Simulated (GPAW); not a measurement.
# Zn K ELNES/XANES of ZnO (zincite, P6_3mc) from DFT, part 4 of 4

Aim: the dependence of the Zn K near-edge features of ZnO (zincite, P6_3mc) on volume.

GPAW 26.7.0; X-ray absorption from dipole matrix elements to empty bands, plane-wave PAW revPBE.

So far. Step 8 (Spectrum with FCH, Zn atom 1): Against the first run the r.m.s. difference is 4 %. The highest intensity below 24 eV stays at 11.4 eV. Step 10 (Spectrum with FCH, Zn atom 1): The scaled spectrum changes by 4 % r.m.s. The highest intensity below 24 eV goes from 11.4 eV (2.28) to 11.2 eV (2.27).

## Step 12: Spectrum with FCH, Zn atom 1

Shorter bonds are expected to push antibonding states and scattering resonances up, and longer ones down; the cell is scaled to test that.

Changed against the first core-hole run: volume scale from 1 to 1.06.

xas.py reads:

```python
import numpy as np
from ase import Atoms
from ase.parallel import parprint, paropen
from gpaw import GPAW, PW, FermiDirac, Mixer, MixerDif, setup_paths
from gpaw.test import gen
setup_paths.insert(0, '.')
gen('Zn', name='fch1s', xcname='revPBE', corehole=(1, 0, 1), write_xml=True)
from gpaw.mpi import world
world.barrier()

atoms = Atoms('Zn6O6',
    cell=[[0, -5.73834685, 0],
     [4.96955415, -2.86917343, 0],
     [-1.65651805, 2.86917343, 5.30780765]],
    scaled_positions=[[0.66666667, 0.33333333, 0],
     [0, 0.66666667, 0],
     [0.33333333, 0, 0],
     [0.83333333, 0.16666667, 0.5],
     [0.16666667, 0.5, 0.5],
     [0.5, 0.83333333, 0.5],
     [0.95967, 0.29300333, 0.87901],
     [0.29300333, 0.62633667, 0.87901],
     [0.62633667, 0.95967, 0.87901],
     [0.79300333, 0.45967, 0.37901],
     [0.12633667, 0.79300333, 0.37901],
     [0.45967, 0.12633667, 0.37901]],
    pbc=True)
atoms.calc = calc = GPAW(legacy_gpaw=True, mode=PW(500, force_complex_dtype=True), xc='revPBE', setups={0: 'fch1s'},
    kpts={'size': (4, 4, 4), 'gamma': True}, occupations=FermiDirac(0.02),
    charge=0, mixer=Mixer(0.1, 5, 50), maxiter=150,
    convergence={'density': 0.0001, 'eigenstates': 1e-6}, txt='scf.txt')
energy = atoms.get_potential_energy() + calc.get_reference_energy()
ef = calc.get_fermi_level()
out = dict(energy=energy, fermi=ef, forces=atoms.get_forces().tolist())
parprint(f'all-electron energy {energy:.4f} eV, Fermi level {ef:.4f} eV')
ev = np.array([[calc.get_eigenvalues(k, s) for k in range(len(calc.get_ibz_k_points()))] for s in range(calc.get_number_of_spins())])
out['homo'], out['lumo'], out['counts'] = ev[ev < ef].max(), ev[ev > ef].min(), sorted(set((ev < ef).sum((0, 2)).tolist()))
out['filled'] = (ev[:, 0] < ef).sum(1).tolist()

from ase.units import Ha
from gpaw.xas import dipole_matrix_elements
nb = int(calc.get_number_of_electrons() / 2) + 93
top, nb = nb, nb + 8 + nb // 12
nscf = calc.fixed_density(kpts={'size': (5, 5, 5), 'gamma': True}, nbands=nb,
    convergence={'bands': top, 'eigenstates': 5e-3}, maxiter=60, txt='nscf.txt')
cell = atoms.cell.array
ops = [cell.T @ U.T @ np.linalg.inv(cell.T) for U in nscf.wfs.kd.symmetry.op_scc]
filled = [54]  # bands filled in the ground state, by spin
E = np.arange(-6, 34, 0.1)
fwhm = np.interp(E, [4, 25], [1.67, 3.5])
Y, X, zero, highest = 0, 0, 1e9, 1e9
for spin in range(nscf.get_number_of_spins()):
    wfs = nscf.wfs
    mine = wfs.bd.get_slice()  # this rank's bands
    A = dipole_matrix_elements(wfs.setups[0])
    eps = np.zeros((wfs.kd.nibzkpts, nb))
    d = np.zeros((3, A.shape[1], wfs.kd.nibzkpts, nb), complex)
    for kpt in wfs.kpt_u:
        if kpt.s == spin and 0 in kpt.P_ani:
            eps[kpt.k, mine] = kpt.eps_n * Ha
            d[:, :, kpt.k, mine] = (kpt.weight * wfs.nspins / 2) ** 0.5 * np.inner(A, kpt.P_ani[0])
    world.sum(eps)
    world.sum(d)
    T = np.einsum('amkn,bmkn->abkn', d, d.conj()).real
    T = sum(np.einsum('ai,ijkn,bj->abkn', R, T, R) for R in ops) / len(ops)
    empty = np.ones_like(eps, bool) & (np.arange(nb) >= filled[spin])
    zero, highest = min(zero, eps[empty].min()), min(highest, eps[:, top - 1].min())
    lines = [(eps, T, empty)] if spin == 0 else lines + [(eps, T, empty)]
for eps, T, empty in lines:
    f = np.einsum('aakn->akn', T).reshape(3, -1)
    x = eps.ravel() - zero
    w = np.interp(x, E, fwhm) / 2.35482
    g = np.exp(-0.5 * ((E[:, None] - x) / w) ** 2) / (w * (2 * np.pi) ** 0.5)
    Y = Y + (f * empty.ravel()) @ g.T
    X = X + (f * ~empty.ravel()) @ g.T
out.update(E=E.round(2).tolist(), xas=Y.tolist(), xes=X.tolist(), zero=zero, valid=highest - zero, nk=len(eps), nb=nb)
for i in range(0, len(E), 10):
    parprint(f'{E[i]:7.2f}', *(f'{v:10.3e}' for v in Y[:, i]))
import json
with paropen('out.json', 'w') as f:
    json.dump(out, f)
```

Command:

```
$ OMP_NUM_THREADS=1 mpirun -n 4 gpaw python xas.py
```

Numbers of over 12 decimals in the logs are rounded to 6 here.

The log of the run:

```text
Input parameters:
  convergence: {density: 0.0001,
                eigenstates: 1e-06}
  kpts: {gamma: True,
         size: (4, 4, 4)}
  maxiter: 150
  mixer: {backend: pulay,
          beta: 0.1,
          method: separate,
          nmaxold: 5,
          weight: 50}
  mode: {ecut: 500.0,
         force_complex_dtype: True,
         name: pw}
  occupations: {fixmagmom: False,
                name: fermi-dirac,
[...]
*d    :    -0.019898
--------------------------------

Diagonalizing with gridspacing h=0.050

state   all-electron     PAW
-------------------------------
4s:      -0.587965    -0.588244
4p:      -0.332240    -0.332438
3d:      -1.019898    -1.020353
*f:                   -0.021004
-------------------------------
all-electron energy -295810.2326 eV, Fermi level 3.8073 eV
[...]
32.00  1.122e-07  1.122e-07  9.885e-08
  33.00  1.019e-07  1.019e-07  9.852e-08
[key lines of the parts left out:]
Converged after 15 iterations.
Dipole moment: (2.964812, -5.688985, 3.945584) |e|*Ang
Free energy:    -62.022563
Fermi level: 3.80732
```

Run time: 3.9 min. Hardware: 4 MPI ranks of Arm Neoverse V2, shared host; peak memory 0.62 GiB.

| E (eV) | first run | this run |
| --- | --- | --- |
| -2.0 | 0.00 | 0.00 |
| -1.0 | 0.00 | 0.00 |
| 0.0 | 0.00 | 0.00 |
| 1.0 | 0.01 | 0.01 |
| 2.0 | 0.03 | 0.03 |
| 3.0 | 0.12 | 0.12 |
| 4.0 | 0.43 | 0.43 |
| 5.0 | 0.82 | 0.80 |
| 6.0 | 1.10 | 1.13 |
| 7.0 | 1.31 | 1.45 |
| 8.0 | 1.42 | 1.55 |
| 9.0 | 1.51 | 1.61 |
| 10.0 | 1.87 | 1.97 |
| 11.0 | 2.25 | 2.26 |
| 12.0 | 2.10 | 1.94 |
| 13.0 | 1.48 | 1.31 |
| 14.0 | 1.13 | 1.00 |
| 15.0 | 0.95 | 0.80 |
| 16.0 | 0.73 | 0.63 |
| 17.0 | 0.62 | 0.61 |
| 18.0 | 0.67 | 0.73 |
| 19.0 | 0.84 | 0.95 |
| 20.0 | 1.06 | 1.13 |
| 21.0 | 1.18 | 1.17 |
| 22.0 | 1.17 | 1.09 |
| 23.0 | 1.08 | 0.99 |
| 24.0 | 0.99 | 0.90 |
| 25.0 | 0.92 | 0.84 |
| 26.0 | 0.86 | 0.78 |
| 27.0 | 0.81 | 0.77 |
| 28.0 | 0.80 | 0.78 |
| 29.0 | 0.81 | 0.79 |
| 30.0 | 0.81 | 0.77 |
| 31.0 | 0.78 | 0.72 |
| 32.0 | 0.72 | 0.66 |

Against the first run the r.m.s. difference is 8 %. The highest intensity below 24 eV goes from 11.4 eV (2.28) to 11.0 eV (2.26).

The photon energy of the zero moves by -0.09 eV.

## Step 13: The volumes side by side

| volume | nearest distance (Å) | shift of the zero (eV) | maximum 1 (eV above own zero) | maximum 2 (eV above own zero) |
| --- | --- | --- | --- | --- |
| 0.94 | 1.933 | +0.12 | 11.6 | 22.0 |
| 0.97 | 1.953 | +0.06 | 11.4 | 21.8 |
| 1 | 1.973 | +0.00 | 11.4 | 21.4 |
| 1.03 | 1.993 | -0.05 | 11.2 | 21.0 |
| 1.06 | 2.012 | -0.09 | 11.0 | 20.8 |

The curves, each shifted by its zero's change so that they share one photon-energy axis, counted from the zero at V × 1:

| E (eV) | V × 0.94 | V × 0.97 | V × 1 | V × 1.03 | V × 1.06 |
| --- | --- | --- | --- | --- | --- |
| -2.0 | 0.00 | 0.00 | 0.00 | 0.00 | 0.00 |
| -1.0 | 0.00 | 0.00 | 0.00 | 0.00 | 0.00 |
| 0.0 | 0.00 | 0.00 | 0.00 | 0.00 | 0.00 |
| 1.0 | 0.01 | 0.01 | 0.01 | 0.01 | 0.01 |
| 2.0 | 0.03 | 0.03 | 0.03 | 0.03 | 0.04 |
| 3.0 | 0.10 | 0.11 | 0.12 | 0.13 | 0.14 |
| 4.0 | 0.38 | 0.41 | 0.43 | 0.45 | 0.46 |
| 5.0 | 0.79 | 0.80 | 0.82 | 0.83 | 0.83 |
| 6.0 | 1.05 | 1.07 | 1.10 | 1.13 | 1.16 |
| 7.0 | 1.16 | 1.23 | 1.31 | 1.39 | 1.47 |
| 8.0 | 1.27 | 1.35 | 1.42 | 1.49 | 1.55 |
| 9.0 | 1.38 | 1.45 | 1.51 | 1.57 | 1.63 |
| 10.0 | 1.69 | 1.78 | 1.87 | 1.94 | 2.01 |
| 11.0 | 2.13 | 2.20 | 2.25 | 2.26 | 2.26 |
| 12.0 | 2.25 | 2.19 | 2.10 | 2.00 | 1.88 |
| 13.0 | 1.74 | 1.61 | 1.48 | 1.37 | 1.27 |
| 14.0 | 1.26 | 1.20 | 1.13 | 1.06 | 0.99 |
| 15.0 | 1.12 | 1.04 | 0.95 | 0.86 | 0.78 |
| 16.0 | 0.92 | 0.82 | 0.73 | 0.67 | 0.62 |
| 17.0 | 0.70 | 0.65 | 0.62 | 0.61 | 0.61 |
| 18.0 | 0.63 | 0.64 | 0.67 | 0.70 | 0.75 |
| 19.0 | 0.73 | 0.78 | 0.84 | 0.91 | 0.97 |
| 20.0 | 0.93 | 1.00 | 1.06 | 1.11 | 1.14 |
| 21.0 | 1.11 | 1.16 | 1.18 | 1.18 | 1.17 |
| 22.0 | 1.20 | 1.20 | 1.17 | 1.13 | 1.08 |
| 23.0 | 1.17 | 1.13 | 1.08 | 1.03 | 0.98 |
| 24.0 | 1.09 | 1.04 | 0.99 | 0.94 | 0.90 |
| 25.0 | 1.02 | 0.97 | 0.92 | 0.87 | 0.83 |
| 26.0 | 0.96 | 0.90 | 0.86 | 0.81 | 0.78 |
| 27.0 | 0.89 | 0.85 | 0.81 | 0.78 | 0.77 |
| 28.0 | 0.85 | 0.82 | 0.80 | 0.79 | 0.78 |
| 29.0 | 0.83 | 0.82 | 0.81 | 0.80 | 0.79 |
| 30.0 | 0.84 | 0.83 | 0.81 | 0.79 | 0.77 |
| 31.0 | 0.84 | 0.81 | 0.78 | 0.75 | 0.71 |
| 32.0 | 0.81 | 0.77 | 0.72 | 0.68 | 0.65 |

## Step 14: Outcome

- absorber and edge: Zn K, atom 1 of the ground-state input (counted from 1)
- surroundings: 4 O at 1.97 Å (tetrahedral, site symmetry 3m)
- highest intensity below 24 eV: 11.4 eV above the zero, height 2.28
- photon energy of the zero, with the added terms: 9659.6 eV (raw 9690.5 eV; uncertain by a few eV)

In words: From V × 0.94 to V × 1.06 the nearest distance grows by 0.079 Å and the zero moves by -0.21 eV. Above their own zero, the maxima move from 11.6 to 11.0 eV and from 22.0 to 20.8 eV. The one highest in energy moves most, in the direction that the rule ΔE·R² ≈ constant for scattering resonances gives. The Zn K edge of atom 1, with 4 O at 1.97 Å (tetrahedral, site symmetry 3m), has its highest intensity of the first 24 eV at 11.4 eV above the zero, near 9671 eV in photon energy (uncertain by a few eV), 2.3 times the mean level of the first 20 eV (Gaussian full width 1.67 eV up to 4 eV, rising linearly to 3.5 eV at 25 eV). At the Zn K edge of atom 1 polarisation matters most near 11.6 eV, where the curves differ by 1.8 on this scale. The script folds with a Gaussian, whereas the core hole's own line is a Lorentzian, so the onset is too steep and the first peak too high. The holes are only 5.6 Å apart, so the shape is probably not converged with cell size; no larger cell was run here. The structure is a published determination, not relaxed.

[Banner, clock and machine lines of the logs are left out without a mark of their own.]

[Logs are printed without paths, hosts, clocks, repeated set-up lines and the standing remarks that a program may print on its own settings, such as how far it seeks lower states.]

[Hosts, paths, dates, database ids (printed as entryN), source tags and the programs' standing remarks are cut or masked in the printed files.]

[Lists of maxima count a maximum above −3 eV only where it reaches 4 % of the highest in the window and stands out from its surroundings by 2 % of it (1.5 % where it reaches 55 %); shoulders and weaker maxima are passed over, and of the rest the first, up to two pre-edge ones and the few strongest are named.]
